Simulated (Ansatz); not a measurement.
# Si (omega type): the cost of one run

Program: Ansatz 0.2.0. Level of theory: DFT PBE, with the methods named in each step. These are calculated values, not measurements.

**1. Starting point**

The structure is hexagonal, space group P6/mmm (No. 191). The conventional cell has a = 4.451 Å, b = 4.451 Å, c = 2.587 Å, α = 90.00°, β = 90.00°, γ = 120.00°. Si (site symmetry 6/mmm) is surrounded by 14 Si at 2.59 to 2.88 Å. Si (site symmetry -6m2) has 11 Si at 2.57 to 2.88 Å as nearest neighbours.

As a file:

```xyz
3
Lattice="4.4507 0.0000 0.0000 -2.2253 3.8544 0.0000 0.0000 0.0000 2.5870" Properties=species:S:1:pos:R:3 pbc="T T T"
Si    0.0000    0.0000    0.0000
Si    0.0000    2.5696    1.2935
Si    2.2253    1.2848    1.2935
```

Whether this phase is the stable one at these pressures isn't tested.

Atoms are numbered in the order of the input: Si1, Si2, Si3.

**2. The reference volume, LAPW**

File input.yaml:

```yaml
crystal:
  lattice:
    - [4.4506851746, 0.0, 0.0]
    - [-2.2253425873, 3.8544064254, 0.0]
    - [0.0, 0.0, 2.5869858561]
  atoms:
    - { symbol: Si, position: [0.0, 0.0, 0.0] }
    - { symbol: Si, position: [0.3333333333, 0.6666666667, 0.5] }
    - { symbol: Si, position: [0.6666666667, 0.3333333333, 0.5] }
kpoints:
  mp_grid: { grid: [9, 9, 12] }
  band_path:
    path:
      - [0.0, 0.0, 0.0]
      - [0.5, 0.0, 0.0]
      - [0.3333333333, 0.3333333333, 0.0]
      - [0.0, 0.0, 0.0]
      - [0.0, 0.0, 0.5]
      - [0.5, 0.0, 0.5]
      - [0.3333333333, 0.3333333333, 0.5]
      - [0.0, 0.0, 0.5]
      - [0.5, 0.0, 0.5]
    npoints: 14
scf:
  occupations: { method: fermi_dirac, width: 0.1 }
hamiltonian:
  xc: pbe
  pseudopotentials: { kind: all_electron, lapw: { basis_error: 0.001 } }
output:
  forces: true
  stress: true
  eigenvalues: true
  populations: true
  dos: { projected: true, de: 0.2, e_range: [-14, 8] }
```

Run with:

```sh
> ansatz run input.yaml --threads 1 --pin off --max-ram 3072MiB --backend cpu --events-out ev --progress --plain --runs-dir out
```

What time and memory should one allow on 1 thread of Intel Xeon Platinum 8488C (Sapphire Rapids), shared host?

About 13 s, with a peak of 0.35 GiB.
